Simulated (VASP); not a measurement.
Here is a VASP 6.6.1 calculation.

INCAR

```
ALGO     = Normal         # electronic algorithm
EDIFF    = 1E-6           # SCF threshold, eV
ENCUT    = 520            # plane-wave cutoff, eV
GGA      = PS             # functional
ISIF     = 2              # what is computed and relaxed
ISMEAR   = 0              # smearing method
LASPH    = T              # aspherical terms in the spheres
LCHARG   = F              # write CHGCAR
LREAL    = F              # projectors in reciprocal space
LWAVE    = F              # write WAVECAR
NELM     = 80             # most SCF steps
PREC     = Accurate       # precision mode
SIGMA    = 0.02           # smearing width, eV
```

The input KPOINTS:

```
k-points
0
Gamma
  10 10 10
```

Contents of POSCAR:

```
LiH
1.0
    0.0000000000      2.0086193900      2.0086193900
    2.0086193900      0.0000000000      2.0086193900
    2.0086193900      2.0086193900      0.0000000000
Li H
1 1
Direct
    0.0000000000      0.0000000000      0.0000000000
    0.5000000000      0.5000000000      0.5000000000
```

Potentials or basis: VASP PAW PBE potentials, release 64 (Li_sv, H).

Command:

```bash
$ cat potpaw_PBE.64/Li_sv/POTCAR potpaw_PBE.64/H/POTCAR > POTCAR
$ mpirun -np 1 vasp_std > vasp.out
```

What does it give for the band gap on the k mesh?

2.75 eV, direct.

 A k mesh can miss the band edges.
